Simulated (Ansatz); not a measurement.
## Tuning gaps by epitaxial strain

Plane-wave DFT in Ansatz, r2SCAN, scalar-relativistic PAW potentials, cutoff 500 eV, no spin-orbit coupling; no spin polarisation. Equal strain along a and b of the conventional cell, c and the atoms relaxed; gaps sought over the whole zone.

```tsv
crystal	strain: gap (eV)
AlN (P6_3mc)	-4.5 %: 5.313; -3.0 %: 5.296; -1.5 %: 5.201; +0.0 %: 4.880; +1.5 %: 4.560; +3.0 %: 4.248; +4.5 %: 3.950
SnO (P4/nmm)	-6.0 %: 0.730; -4.0 %: 0.141; -2.0 %: 0.145; +0.0 %: 0.363; +2.0 %: 0.650; +4.0 %: 0.926; +6.0 %: 1.166
SnO₂ (P4_2/mnm)	-6.0 %: 2.406; -4.0 %: 2.196; -2.0 %: 1.980; +0.0 %: 1.768; +2.0 %: 1.577; +4.0 %: 1.424; +6.0 %: 1.321
ZrO₂ (P4_2/nmc)	-4.5 %: 4.924; -3.0 %: 4.835; -1.5 %: 4.745; +0.0 %: 4.598; +1.5 %: 4.290; +3.0 %: 3.987; +4.5 %: 3.699
ZnS (P6_3mc)	-3.0 %: 2.746; -2.0 %: 2.778; -1.0 %: 2.787; +0.0 %: 2.777; +1.0 %: 2.753; +2.0 %: 2.657; +3.0 %: 2.555
```

Problem. What are the slopes on either side of zero strain, and why can they differ?

Solution. AlN (P6_3mc) -214 and -213; SnO (P4/nmm) +109 and +144; SnO₂ (P4_2/mnm) -106 and -96; ZrO₂ (P4_2/nmc) -98 and -205; ZnS (P6_3mc) -10 and -24 meV per % (over the first step on the compressive side, then on the tensile side; a positive slope means the gap grows as the plane is stretched). The slope drops from the first side to the second in ZrO₂ (P4_2/nmc). The gap is the smallest distance between any valence top and conduction valley, so its slope drops where another pair takes over. In ZrO₂ (P4_2/nmc) the strain keeps the symmetry, so nothing splits at zero; most likely two bands or valleys cross within a step of it. A crossing can only lower the slope, so where it rises, as in SnO (P4/nmm), the cause is curvature. Relaxations kept the strained cell's symmetry, so distortions at large strain weren't sought, and coherent films seldom hold more than 2 to 3 %. The slope of one pair of band edges is as a rule more reliable than the Kohn–Sham gap, while the strain at which pairs cross shifts with the functional.

Cost: about 39 core-minutes for the runs cited, on Arm Neoverse V1, Intel Xeon Platinum 8488C (Sapphire Rapids), Intel Xeon Processor @ 2.50GHz (Skylake/Cascade Lake) and other processors (shared hosts).